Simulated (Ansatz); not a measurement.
The system is CuO (Tenorite).

```
CELL_PARAMETERS angstrom
2.34465 -1.71340 0.00000
2.34465 1.71340 0.00000
-0.86055 0.00000 5.05944
ATOMIC_POSITIONS crystal
Cu 0.49680 0.00320 0.50000
Cu 0.00320 0.49680 0.00000
O 0.40560 0.57140 0.75370
O 0.57140 0.40560 0.25370
```

Base run:

```yaml
Program: Ansatz 0.2.0
Functional: PBEsol
Potentials_or_basis: all-electron LAPW, scalar-relativistic
Cutoff: 426 eV (chosen from the basis error)
Basis_error_allowed: 0.002 eV/atom
k_mesh: 10 × 10 × 5
Occupations: fermi-dirac, width 0.05 eV
Spin: no spin polarisation
```

Its results: pressure -2.7 GPa; largest force 0.757 eV/Å.

Problem. The run is repeated on the same cell with these changes: functional from PBEsol to LDA. What comes out?

Solution. Pressure -9.4 GPa; largest force 0.792 eV/Å.

LDA binds more tightly than PBEsol, so the same cell stands under less pressure.

Caveats: the run has no spin polarisation, though such a crystal can be magnetic.
